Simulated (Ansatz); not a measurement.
This is a single-point calculation with the PAW code Ansatz on Si, lonsdaleite; the level of theory is r2SCAN. The cell was relaxed with r2SCAN and then strained (epitaxial +2.0 % in the xy plane, free normal strain -0.57 %), with the atoms relaxed again with r2SCAN; k points keep the names of the unstrained zone.

Input (YAML):
```yaml
crystal:
  lattice:
    - [3.9087721501, 0.0, 0.0]
    - [-1.9543860751, 3.3850959796, 0.0]
    - [0.0, 0.0, 6.3047805594]
  atoms:
    - { symbol: Si, position: [0.3333333333, 0.6666666667, -0.0009744172] }
    - { symbol: Si, position: [0.6666666667, 0.3333333333, 0.4990255828] }
    - { symbol: Si, position: [0.3333333333, 0.6666666667, 0.3759744172] }
    - { symbol: Si, position: [0.6666666667, 0.3333333333, 0.8759744172] }
kpoints:
  mp_grid: { grid: [12, 12, 4] }
  band_path:
    path:
      - [0.0, 0.0, 0.0]
      - [0.5, 0.0, 0.0]
      - [0.3333333333, 0.3333333333, 0.0]
      - [0.0, 0.0, 0.5]
      - [0.5, 0.0, 0.5]
      - [0.3333333333, 0.3333333333, 0.5]
      - [0.0, 0.5, 0.0]
    npoints: 1
hamiltonian:
  xc: r2scan
scf:
  occupations: { method: fixed }
  n_extra_bands: 5
output:
  forces: true
  stress: true
  eigenvalues: true
```

Command: `ansatz run input.yaml --threads 2 --pin off --max-ram 18432MiB --backend cpu --events-out ev --progress --plain --runs-dir out`. It took 3.5 s on 2 threads of AMD EPYC 7R13 Processor (Zen 3), on a shared host; peak host memory 0.69 GiB.

Output, abridged:
```
Functional definition: r2SCAN
Crystal: 4 atoms, lattice volume = 83.422 Å³
Basis set: ecut = 500 eV, 2093 PW (Γ)
Bands: 13, of which v1, the nominal top of the filled ones, is band 8 counted from 1 (7 counted from 0)
Symmetry: 24 space group operations
Space group: P63/mmc (ITA 194)
k-points: 57 of 576
preconditioner: auto → none  [insulator: Δε(μ)=0.552 eV  ℏωp=16.3 eV]
SCF 1 converged in 6 iterations: F = -2556.169330 eV  dr2 = 9.90e-10
Free energy (F): -2556.169330 eV
Fermi energy:    5.937979 eV
--- Stress (GPa, compression-positive) ---
       -4.473025       0.000000       0.000000
        0.000000      -4.473025       0.000000
        0.000000       0.000000      -0.000821
  P = ⅓ Tr σ = -2.9823 GPa (-29.823 kbar)
```

bands.tsv, columns around the gap (it counts bands from 0):
```tsv
# k_distance	band_3	band_4	band_5	band_6	band_7	band_8	band_9	band_10	band_11
# fermi_ev = 5.937979
# [0, 0, 0] at k_distance = 0.000000
# [0.5, 0, 0] at k_distance = 0.928066
# [0.3333333333, 0.3333333333, 0] at k_distance = 1.463885
# [0, 0, 0.5] at k_distance = 2.645705
# [0.5, 0, 0.5] at k_distance = 3.573772
# [0.3333333333, 0.3333333333, 0.5] at k_distance = 4.109591
# [0, 0.5, 0] at k_distance = 4.841296
# levels_relative_to = fermi_ev
0.000	-1.661	-1.661	-0.174	0.000	0.000	0.993	2.102	2.102	2.937
0.928	-6.010	-4.657	-3.180	-2.916	-1.433	0.585	2.637	3.367	3.456
1.464	-6.678	-5.194	-3.565	-3.565	-3.234	1.207	5.634	5.855	5.855
2.646	-4.112	-1.017	-1.017	-1.017	-1.017	1.842	1.842	3.156	3.156
3.574	-7.380	-2.496	-2.496	-2.345	-2.345	1.194	1.194	2.066	2.066
4.110	-7.575	-4.450	-4.450	-1.893	-1.893	1.993	1.993	4.139	4.139
4.841	-6.010	-4.657	-3.180	-2.916	-1.433	0.585	2.637	3.367	3.456
```
In order the rows are Γ, M, K, A, L, H, M.

With r2SCAN the valence top lies at Γ and the conduction bottom at M, 0.59 eV higher; the smallest vertical gap, at Γ, is 0.99 eV. The mean pressure at these positions is -2.98 GPa, compression counted positive.

The values are computed, spin-unpolarised, and not measurements.
